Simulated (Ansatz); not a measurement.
BaS in the zincblende structure, relaxed with r2SCAN in the PAW code Ansatz: space group F-43m (No. 216), cubic; conventional cell a = 7.039 Å, 43.59 Å³ an atom. Ba has 4 S at 3.05 Å; S has 4 Ba at 3.05 Å. The cell was then strained (x, y and z are the cube axes), with the atoms relaxed again; stress is positive in compression. Spin-unpolarised throughout. Whether this structure exists isn't addressed.

- Uniaxial +1.5 % along x, other directions held: r2SCAN's stress changes by -0.46 GPa along the strain and -0.40 GPa across it.
- Isotropic -1.0 % on every length: the pressure changes by +0.93 GPa, and the HSE06 gap (W → Γ) goes from 3.641 to 3.689 eV.
- Epitaxial strain of -1.05 % in the (001) plane: the free normal strain is +1.82 % and the in-plane stress changes by +0.10 GPa.

(1) Estimate C₁₁, C₁₂ and the bulk modulus from the uniaxial step.

(2) What bulk modulus does the isotropic step give?

(3) Give the volume deformation potential of that gap and its pressure coefficient.

(4) What do the film's normal strain and stress say about the elastic constants?

(5) How much elastic energy does the film store, with 43.59 Å³ an atom?

Results:

(1) With compression positive, C₁₁ ≈ −Δσ∥/ε = (+0.46)/(+0.0150) = 31 GPa and C₁₂ ≈ (+0.40)/(+0.0150) = 27 GPa; B = (C₁₁ + 2C₁₂)/3 = 28 GPa. A one-sided step carries third-order terms: it reads low by some per cent.

(2) Δ ln V = 3 ln(0.9900) = -0.0302, so B ≈ −ΔP/Δ ln V = 31 GPa, against 28 GPa from C₁₁ and C₁₂; one-sided steps of finite size carry third-order terms.

(3) a_V = ΔE_g/Δ ln V = (+0.048)/(-0.0302) = -1.59 eV; dE_g/dP = −a_V/B = +52 meV/GPa, with HSE06's gap and r2SCAN's modulus.

(4) ε⊥/ε∥ = (+0.0182)/(-0.0105) = -1.73, which linear elasticity sets to −2C₁₂/C₁₁ = -1.74 from the uniaxial step. The biaxial modulus is M = −Δσ/ε∥ = 10 GPa (C₁₁ + C₁₂ − 2C₁₂²/C₁₁ = 11 GPa).

(5) u = M ε∥² = −Δσ ε∥ = -0.10 × (-0.0105) = 0.0011 GPa, and 1 GPa Å³ is 6.2415 meV: 0.29 meV an atom. The total energies of the two runs differ by 0.24 meV an atom.

The runs are scalar-relativistic, without spin-orbit coupling.

Where an edge lies off the special points, it is a point of the mesh or the k point where a search put PBE's edge or least direct gap, reused for the other functionals, whose own edges may lie a little apart.

The meshes of the hybrids are coarse, so their gaps aren't converged to the digits shown.
